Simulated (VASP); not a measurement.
## ZrN: single point with PBE

The system is ZrN.

```
CELL_PARAMETERS angstrom
0.00000 2.30000 2.30000
2.30000 0.00000 2.30000
2.30000 2.30000 0.00000
ATOMIC_POSITIONS crystal
Zr 0.50000 0.50000 0.50000
N 0.00000 0.00000 0.00000
```

```json
{"Program": "VASP 6.6.1", "Task": "single point", "Functional": "PBE", "Potentials or basis": "VASP PAW PBE potentials, release 64 (Zr_sv_GW, N_GW)", "Cutoff": "450 eV", "k mesh": "5 × 5 × 5", "Occupations": "gaussian, width 0.02 eV", "Spin": "no spin polarisation", "Further INCAR settings": "ALGO = Normal; EDIFF = 1e-06; NBANDS = 16"}
```

```
Band gap on the k mesh : none (metal or under the smearing width)
```

Levels at points of the mesh, in eV from the Fermi level:
```tsv
k point	band 6	band 7	band 8	band 9	band 10	band 11
(0.00, 0.00, 0.00)	-2.74	-2.74	-2.74	-0.50	-0.50	-0.50
```

It took 4.9 s on 1 thread of AMD EPYC 9R45 (Zen 5), on a shared host, peak memory 0.11 GiB.

Caveat: the k mesh is coarse (spacing up to 0.47 Å⁻¹), so the values aren't converged.
